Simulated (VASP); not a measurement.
# Ti (P6_3/mmc) in VASP: further runs, part 2 of 2

VASP 6.6.1. The steps go on from the part before.

### Step 3. Electrostatic potential, r2SCAN+rVV10

This run uses another cell than the first one, of 17.24 Å³/atom, 1.029 times its volume.

INCAR reads:

```
SYSTEM = Ti
ALGO     = Normal         ! electronic algorithm
BPARAM   = 11.95        
CPARAM   = 0.0093       
EDIFF    = 1E-7           ! SCF threshold, eV
ENCUT    = 520            ! plane-wave cutoff, eV
ISIF     = 2              ! what is computed and relaxed
ISMEAR   = 1              ! smearing method
IVDW_NL  = 2            
LASPH    = .True.         ! aspherical terms in the spheres
LCHARG   = .True.         ! write CHGCAR
LMIXTAU  = .True.       
LREAL    = .False.        ! projectors in reciprocal space
LUSE_VDW = .True.       
LVHAR    = .True.       
LWAVE    = .False.        ! write WAVECAR
METAGGA  = R2SCAN         ! meta-GGA
NELM     = 100            ! most SCF steps
PREC     = Accurate       ! precision mode
SIGMA    = 0.1            ! smearing width, eV
```

KPOINTS reads:

```
k-points
0
Gamma
  16 16 10
  0 0 0
```

POSCAR reads:

```
Ti                                      
1.0
    2.9308905532     -0.0000000000     -0.0000000000
   -1.4654452766      2.5382256738     -0.0000000000
    0.0000000000     -0.0000000000      4.6357333238
  Ti            
     2
Direct
     0.3333333300000021    0.6666666699999979    0.2500000000000000
     0.6666666699999979    0.3333333300000021    0.7500000000000000
```

Potentials or basis: VASP PAW PBE potentials, release 64 (Ti_sv).

Run with:

```bash
cat potpaw_PBE.64/Ti_sv/POTCAR > POTCAR
mpirun -np 1 vasp_std > vasp.out
```

OUTCAR:

```text
SYSTEM = Ti
   BPARAM = 11.95
   EDIFF = 1E-7
   ENCUT = 520
   ISIF = 2
   ISMEAR = 1
   IVDW_NL = 2
   LASPH = .True.
   LREAL = .False.
   METAGGA = R2SCAN
   NELM = 100
   PREC = Accurate

 ion  position               nearest neighbor table
   1  0.333  0.667  0.250-   2 2.87   2 2.87   2 2.87   2 2.87   2 2.87   2 2.87
   2  0.667  0.333  0.750-   1 2.87   1 2.87   1 2.87   1 2.87   1 2.87   1 2.87

  LATTYP: Found a hexagonal cell.
 ALAT       =     2.9308905532
 C/A-ratio  =     1.5816808030

  Lattice vectors:

 A1 = (   2.9308905532,   0.0000000000,   0.0000000000)
 A2 = (  -1.4654452766,   2.5382256738,   0.0000000000)
 A3 = (   0.0000000000,   0.0000000000,   4.6357333238)

Analysis of symmetry for initial positions (statically):
=====================================================================
 Subroutine PRICEL returns:
 Original cell was already a primitive cell.

 Routine SETGRP: Setting up the symmetry group for a
 hexagonal supercell.

 Subroutine GETGRP returns: Found 24 space group operations
 (whereof 12 operations were pure point group operations)
 out of a pool of 24 trial point group operations.

The static configuration has the point symmetry D_3d.
 The point group associated with its full space group is D_6h.

Analysis of symmetry for dynamics (positions and initial velocities):
=====================================================================
 Subroutine PRICEL returns:
 Original cell was already a primitive cell.

 Routine SETGRP: Setting up the symmetry group for a
 hexagonal supercell.

 Subroutine GETGRP returns: Found 24 space group operations
 (whereof 12 operations were pure point group operations)
 out of a pool of 24 trial point group operations.

The dynamic configuration has the point symmetry D_3d.
 The point group associated with its full space group is D_6h.

 Subroutine INISYM returns: Found 24 space group operations
 (whereof 12 operations are pure point group operations),
 and found     1 'primitive' translations

----------------------------------------------------------------------------------------

                                     Primitive cell

  volume of cell :      34.4864

  direct lattice vectors                    reciprocal lattice vectors
     2.930890553  0.000000000  0.000000000     0.341193225  0.196988000  0.000000000
    -1.465445277  2.538225674  0.000000000     0.000000000  0.393976001  0.000000000
     0.000000000  0.000000000  4.635733324     0.000000000  0.000000000  0.215715601

  length of vectors
     2.930890553  2.930890552  4.635733324     0.393976001  0.393976001  0.215715601

  position of ions in fractional coordinates (direct lattice)
     0.333333330  0.666666670  0.250000000
     0.666666670  0.333333330  0.750000000

  ion indices of the primitive-cell ions
   primitive index   ion index
                 1           1
                 2           2

----------------------------------------------------------------------------------------

 KPOINTS: k-points

Automatic generation of k-mesh.
 Grid dimensions read from file:
 generate k-points for:   16   16   10

 Generating k-lattice:

  Cartesian coordinates                     Fractional coordinates (reciprocal lattice)
     0.021324577  0.012311750  0.000000000     0.062500000  0.000000000  0.000000000
     0.000000000  0.024623500  0.000000000     0.000000000  0.062500000  0.000000000
     0.000000000  0.000000000  0.021571560     0.000000000  0.000000000  0.100000000

  Length of vectors
     0.024623500  0.024623500  0.021571560

  Shift w.r.t. Gamma in fractional coordinates (k-lattice)
     0.000000000  0.000000000  0.000000000

 Subroutine IBZKPT returns following result:
 ===========================================

 Found    180 irreducible k-points:

 Following reciprocal coordinates:
            Coordinates               Weight
  0.000000  0.000000  0.000000      1.000000
  0.062500  0.000000  0.000000      6.000000
  0.125000  0.000000  0.000000      6.000000
  0.187500  0.000000  0.000000      6.000000
  0.250000  0.000000  0.000000      6.000000
  0.312500 -0.000000  0.000000      6.000000
[... 16 lines left out ...]
  0.187500  0.187500  0.000000      6.000000
  0.250000  0.187500  0.000000     12.000000
 [... further k-points ...]
   k-points           NKPTS =    180   k-points in BZ     NKDIM =    180   number of bands    NBANDS=     16
   number of dos      NEDOS =    301   number of ions     NIONS =      2
   total plane-waves  NPLWV =  20736
   dimension x,y,z NGX =    24 NGY =   24 NGZ =   36
   dimension x,y,z NGXF=    48 NGYF=   48 NGZF=   72
   ions per type =               2
   NGX,Y,Z   is equivalent  to a cutoff of  13.61, 13.61, 12.91 a.u.
   NGXF,Y,Z  is equivalent  to a cutoff of  27.23, 27.23, 25.82 a.u.
 SYSTEM =  Ti
   PREC   = accura    normal or accurate (medium, high low for compatibility)
   ISTART =      0    job   : 0-new  1-cont  2-samecut
   ICHARG =      2    charge: 1-file 2-atom 10-const
   ISPIN  =      1    spin polarized calculation?
   LNONCOLLINEAR =      F non collinear calculations
   LSORBIT =      F    spin-orbit coupling
   LASPH  =      T    aspherical Exc in radial PAW
   ENCUT  =  520.0 eV  38.22 Ry    6.18 a.u.   5.45  5.45  8.62*2*pi/ulx,y,z
   NELM   =    100;   NELMIN=  2; NELMDL= -5     # of ELM steps
   EDIFF  = 0.1E-06   stopping-criterion for ELM
   LREAL  =      F    real-space projection
   EDIFFG = 0.1E-05   stopping-criterion for IOM
   NSW    =      0    number of steps for IOM
   IBRION =     -1    ionic relax: 0-MD 1-quasi-New 2-CG
   NFREE  =      0    steps in history (QN), initial steepest desc. (CG)
   ISIF   =      2    stress and relaxation
   ISYM   =      2    0-nonsym 1-usesym 2-fastsym
   POTIM  = 0.5000    time-step for ionic-motion
   TEBEG  =    0.0;   TEEND  =   0.0 temperature during run
   PSTRESS=    0.0 pullay stress
   NELECT =      24.0000    total number of electrons
   NUPDOWN=      -1.0000    fix difference up-down
   EMIN   =  10.00;   EMAX   =-10.00  energy-range for DOS
   EFERMI =   0.00;   METHOD = LEGACY
   ISMEAR =     1;   SIGMA  =   0.10  broadening in eV -4-tet -1-fermi 0-gaus
   EFERMI_NEDOS =   21; number of points for ismear=-14 and -15
   IALGO  =     38    algorithm
   IMIX   =      4    mixing-type and parameters
     AMIX     =   0.40;   BMIX     =  1.00
     AMIX_MAG =   1.60;   BMIX_MAG =  1.00
  volume/ion in A,a.u.               =      17.24       116.36
  Fermi-wavevector in a.u.,A,eV,Ry     =   1.450761  2.741540 28.636277  2.104707
  Thomas-Fermi vector in A             =   2.568336
   LORBIT       =      0    0 simple, 1 ext, 2 COOP (PROOUT), +10 PAW based schemes
   METAGGA = R2SCAN    functional components
   LHFCALC =     F    Hartree Fock is set to
   AEXX    =    0.0000 exact exchange contribution
   IVDW_NL    =     2    kernel type
   BPARAM     =11.9500
   IVDW    =     0    specifies the selected vdW correction
   LEPSILON=     F    determine dielectric tensor
   LRPA    =     F    only Hartree local field effects (RPA)
 non-spin polarized calculation
 Methfessel and Paxton  Order N= 1 SIGMA  =   0.10
  energy-cutoff  :      520.00
  volume of cell :       34.49
 maximum number of plane-waves:       965
 NGX is ok and might be reduce to    24

 number of electron      24.0000001 magnetization

 Free energy of the ion-electron system (eV)
  ---------------------------------------------------
  ext. energy  EPLUGINS =         0.00000000
  ---------------------------------------------------
  free energy    TOTEN  =       -25.34853258 eV

  energy without entropy =      -25.34822915  energy(sigma->0) =      -25.34843144

 E-fermi :   8.4673     XC(G=0): -12.4562

 val. band max:        8.4593682270   @ k =   0.0625   0.0000   0.5000
 cond. band min:       8.4727035980   @ k =   0.1250   0.0625   0.0000
 fundamental gap:      0.0133353710
 Fermi energy:         8.4673188782

 k-point     1 :       0.0000    0.0000    0.0000
  band No.  band energies     occupation
      1     -50.7516      2.00000
      2     -50.6028      2.00000
      3     -26.3241      2.00000
      4     -25.6399      2.00000
      5     -25.6399      2.00000
      6     -25.5668      2.00000
[... 8 lines left out ...]
     15       9.8729     -0.00000
     16       9.8730     -0.00000
[... 419 lines left out ...]
 k-point    24 :       0.2500    0.1875    0.0000
  band No.  band energies     occupation
      1     -50.6432      2.00000
      2     -50.5749      2.00000
      3     -26.0548      2.00000
      4     -26.0099      2.00000
      5     -25.9591      2.00000
      6     -25.7882      2.00000
[... 8 lines left out ...]
     15       9.5070     -0.00000
     16      10.9267      0.00000

 [... further k-points ...]
[... 5 lines left out ...]
  --------------------------------------------------------------------------------------
  -------------------------------------------------------------------------------------
  Total       -0.0149329     -0.0149329     -0.0158897      0.0000000      0.0000000      0.0000000
  in kB       -0.6937550     -0.6937550     -0.7382055      0.0000000      0.0000000      0.0000000
  external PRESSURE =      -0.7085718 kB  Pullay stress =       0.0000000 kB

 VOLUME and BASIS-vectors are now :
 -----------------------------------------------------------------------------
  energy-cutoff  :      520.00
  volume of cell :       34.49
      direct lattice vectors                 reciprocal lattice vectors
     2.930890553  0.000000000  0.000000000     0.341193225  0.196988000  0.000000000
    -1.465445277  2.538225674  0.000000000     0.000000000  0.393976001  0.000000000
     0.000000000  0.000000000  4.635733324     0.000000000  0.000000000  0.215715601

 POSITION                                       TOTAL-FORCE (eV/Angst)
 -----------------------------------------------------------------------------------
     -0.00000      1.69215      1.15893        -0.000000     -0.000000      0.000000
      1.46545      0.84608      3.47680         0.000000      0.000000      0.000000
 -----------------------------------------------------------------------------------
    total drift:                               -0.000009      0.000005     -0.000000

  FREE ENERGIE OF THE ION-ELECTRON SYSTEM (eV)
  ---------------------------------------------------
  free  energy   TOTEN  =       -25.3485325775 eV

  energy  without entropy=      -25.3482291550  energy(sigma->0) =      -25.34843144
```

Wall time 7.2 min (1 thread of Intel Xeon Platinum 8259CL at 2.50GHz (Skylake/Cascade Lake), shared host); peak memory 0.31 GiB.

What came out:

| Item | Value |
| --- | --- |
| Free energy | -25.3485 eV |
| Pressure | -0.1 GPa |
| Band gap on the k mesh | none (metal or under the smearing width) |

Caveat: the PAW data sets were made with another functional, which shifts forces and pressure a little.
